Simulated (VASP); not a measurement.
CsI:

```
Cs I
1.0
     4.56670    0.00000    0.00000
     0.00000    4.56670    0.00000
     0.00000    0.00000    4.56670
Cs I
1 1
Direct
  0.00000 0.00000 0.00000
  0.50000 0.50000 0.50000
```

```yaml
Program: VASP 6.6.1
Task: relaxation of cell and atoms
Functional: PBE
Potentials_or_basis: VASP PAW PBE potentials, release 64 (Cs_sv, I)
Cutoff: 600 eV
k_mesh: 6 × 6 × 6
Occupations: gaussian, width 0.02 eV
Spin: no spin polarisation
```

At the start: pressure 0.8 GPa; volume 47.62 Å³/atom.

Problem. How do energy, volume and symmetry change on relaxing?

Solution. Over 4 steps the energy falls by 7.6 meV/atom and the volume is 50.95 Å³/atom (+7.0 %); space group Pm-3m (No. 221, to 0.05 Å).

The path:
| step | energy change (eV) | largest force (eV/Å) | pressure (GPa) | volume (Å³) |
| --- | --- | --- | --- | --- |
| 1 | 0.0000 | 0.0000 | 0.79 | 95.24 |
| 2 | -0.0117 | 0.0000 | 0.36 | 98.52 |
| 3 | -0.0152 | 0.0000 | -0.06 | 102.54 |
| 4 | -0.0153 | 0.0000 | -0.01 | 101.91 |

Final structure:
```
Cs I
1.0
     4.67091    0.00000    0.00000
     0.00000    4.67091    0.00000
     0.00000    0.00000    4.67091
Cs I
1 1
Direct
  0.00000 0.00000 0.00000
  0.50000 0.50000 0.50000
```
